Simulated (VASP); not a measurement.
The system is InPd.

```
In Pd
1.0
     0.00000    2.74607    2.74607
     2.74607    0.00000    2.74607
     2.74607    2.74607    0.00000
In Pd
1 1
Direct
  0.00000 0.00000 0.00000
  0.50000 0.50000 0.50000
```

The cell was built by a generator and needn't be a form met in nature.

* Program: VASP 6.6.1
* Task: relaxation of cell and atoms
* Functional: SCAN
* Potentials or basis: VASP PAW PBE potentials, release 64 (In_d, Pd)
* Cutoff: 600 eV
* k mesh: 8 × 8 × 8
* Occupations: fermi-dirac, width 0.05 eV
* Spin: no spin polarisation

At the start: pressure -4.0 GPa; volume 20.71 Å³/atom.

Question: How do energy, volume and symmetry change on relaxing?

Answer: Over 4 steps the energy falls by 10.3 meV/atom and the volume is 19.84 Å³/atom (-4.2 %); space group Fm-3m (No. 225, to 0.05 Å).

The path:
| step | energy change (eV) | largest force (eV/Å) | pressure (GPa) | volume (Å³) |
| --- | --- | --- | --- | --- |
| 1 | 0.0000 | 0.0000 | -4.04 | 41.42 |
| 2 | -0.0037 | 0.0000 | 3.74 | 38.36 |
| 3 | -0.0207 | 0.0000 | -0.34 | 39.81 |
| 4 | -0.0206 | 0.0000 | -0.01 | 39.69 |

Final structure:
```cif
data_structure
_symmetry_space_group_name_H-M 'P 1'
_symmetry_Int_Tables_number 1
_cell_length_a 3.8287
_cell_length_b 3.8287
_cell_length_c 3.8287
_cell_angle_alpha 60.000
_cell_angle_beta 60.000
_cell_angle_gamma 60.000
_cell_volume 39.69
loop_
_atom_site_label
_atom_site_type_symbol
_atom_site_fract_x
_atom_site_fract_y
_atom_site_fract_z
_atom_site_occupancy
In1 In 0.00000 0.00000 0.00000 1
Pd1 Pd 0.50000 0.50000 0.50000 1
```

Caveat: the PAW data sets were made with another functional, which shifts forces and pressure a little.
